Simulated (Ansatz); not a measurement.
## Piezoelectric tensor of GaN at 5 GPa (stress–strain coefficients)

Method: DFT PBEsol, scalar-relativistic, plane waves, PAW (Ansatz 0.2.0). Settings: 420 eV plane-wave cutoff, Γ-centred 10×10×10 mesh, fixed occupations. No spin polarisation.

The cell, relaxed at 5 GPa:
```xyz
2
Lattice="0.0000 2.2303 2.2303 2.2303 0.0000 2.2303 2.2303 2.2303 0.0000" Properties=species:S:1:pos:R:3 pbc="T T T"
Ga    0.0000    0.0000    0.0000
N     3.3454    3.3454    3.3454
```

Other phases may be more stable at this pressure.

**Question.** Give the relaxed-ion proper piezoelectric stress tensor e_iJ (C/m², Voigt columns xx yy zz yz xz xy).

**Answer.**
```
x    0.00  0.00  0.00 -0.52  0.00  0.00
y    0.00  0.00  0.00  0.00 -0.52  0.00
z    0.00  0.00  0.00  0.00  0.00 -0.52
```
Signs follow the orientation of the cell as given.

**Question.** With the elastic constants (GPa, Voigt order)
```
290.3 169.7 169.7   0.0   0.0   0.0
169.7 290.3 169.7   0.0   0.0   0.0
169.7 169.7 290.3   0.0   0.0   0.0
  0.0   0.0   0.0 155.3   0.0   0.0
  0.0   0.0   0.0   0.0 155.3   0.0
  0.0   0.0   0.0   0.0   0.0 155.3
```
find the strain coefficients d = e·C⁻¹ (pC/N).

**Answer.**
```
x    0.00  0.00  0.00 -3.33  0.00  0.00
y    0.00  0.00  0.00  0.00 -3.33  0.00
z    0.00  0.00  0.00  0.00  0.00 -3.33
```

This zinc-blende form isn't the usual stable structure of the compound at low pressure.

Cost: 1 run of about 1 core-minutes, on Intel Xeon Platinum 8488C (Sapphire Rapids) (shared hosts).